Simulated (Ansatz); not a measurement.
Relax this structure to zero stress and force, keeping its symmetry:

```cif
data_structure
_symmetry_space_group_name_H-M 'P 1'
_symmetry_Int_Tables_number 1
_cell_length_a 3.4319
_cell_length_b 3.4319
_cell_length_c 3.4319
_cell_angle_alpha 109.471
_cell_angle_beta 109.471
_cell_angle_gamma 109.471
_cell_volume 31.12
loop_
_atom_site_label
_atom_site_type_symbol
_atom_site_fract_x
_atom_site_fract_y
_atom_site_fract_z
_atom_site_occupancy
Bi1 Bi 0.00000 0.00000 0.00000 1
```

All numbers below come from Ansatz, DFT PBE+D3(BJ), scalar-relativistic, plane waves, PAW.

Plane waves to 420 eV, a k mesh through Γ of 16×16×16 on the computed 1-atom cell and Gaussian smearing (0.10 eV); no spin polarisation.

Problem. What does it relax to?

Solution. The volume decreases by 1.02 Å³/atom to 30.09 Å³/atom, and the energy falls by 6.0 meV/atom. Final structure:
```
CELL_PARAMETERS angstrom
-1.95947 1.95947 1.95947
1.95947 -1.95947 1.95947
1.95947 1.95947 -1.95947
ATOMIC_POSITIONS crystal
Bi 0.00000 0.00000 0.00000
```

Spin–orbit coupling is left out, which can shift energies with elements as heavy as these.

This bcc form isn't the element's structure at ambient conditions.

Cost: 1 run of about 0.19 core-minutes, on Arm Neoverse V2 (shared hosts).